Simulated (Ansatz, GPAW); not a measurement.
## One calculation of BP, 3 ways

```
P B
1.0
     0.00000    2.26900    2.26900
     2.26900    0.00000    2.26900
     2.26900    2.26900    0.00000
P B
1 1
Direct
  0.75000 0.75000 0.75000
  0.00000 0.00000 0.00000
```

Alike in all runs: task density of states; functional BLYP; dispersion D3(BJ); k mesh 10 × 10 × 10; occupations fermi-dirac, width 0.05 eV; no spin polarisation; no spin-orbit coupling. Pressure is positive in compression and, in plane waves, holds the error of the finite cutoff, which Ansatz's Pulay term estimates and takes out.

```tsv
program and potentials	plane-wave cutoff (eV)	notes	band gap (eV)	pressure (GPa)
Ansatz, Ansatz PAW	420	potentials made for PBE, which Ansatz adapts in part; Pulay term of +0.15 GPa included	1.51	-3.44
Ansatz, all-electron LAPW, scalar-relativistic	-	-	1.51	-3.39
GPAW, PAW data sets generated for this functional	800	-	1.51	-3.27
```

All agree on the band gap. The pressure spans -3.44 (Ansatz, Ansatz PAW) to -3.27 GPa (GPAW, PAW data sets generated for this functional), with all-electron results at -3.39. Some sets were made for another functional than the one run, which can shift their rows. The gap is indirect and read on the mesh alone.

Differences between rows come from potentials, basis sets and numerical settings, since the functional is the same but for its coding. Runs on potential files found faulty are left out.

The negative pressure in every row means that BP in this cell is stretched relative to its equilibrium with this functional and would contract on relaxation. BLYP alone tends to make covalent solids too large, so the inward pull probably comes from the dispersion term, though no row without it tests this. The spread in pressure is small beside its magnitude, so the sign is secure. The set adapted from PBE lies closer to the all-electron value than the one generated for BLYP, so a functional mismatch in the potentials doesn't explain the spread.

The gap separates bonding from antibonding sp³ states in a network that is only weakly polar, as boron and phosphorus are close in electronegativity. At 1.51 eV it falls clearly below the measured gap, as expected of semilocal Kohn-Sham eigenvalues, which lack the derivative discontinuity. The agreement between programs therefore supports the numerical treatment of BLYP, not its accuracy for the quasiparticle gap. How far the gap would shift on relaxing the cell remains open.
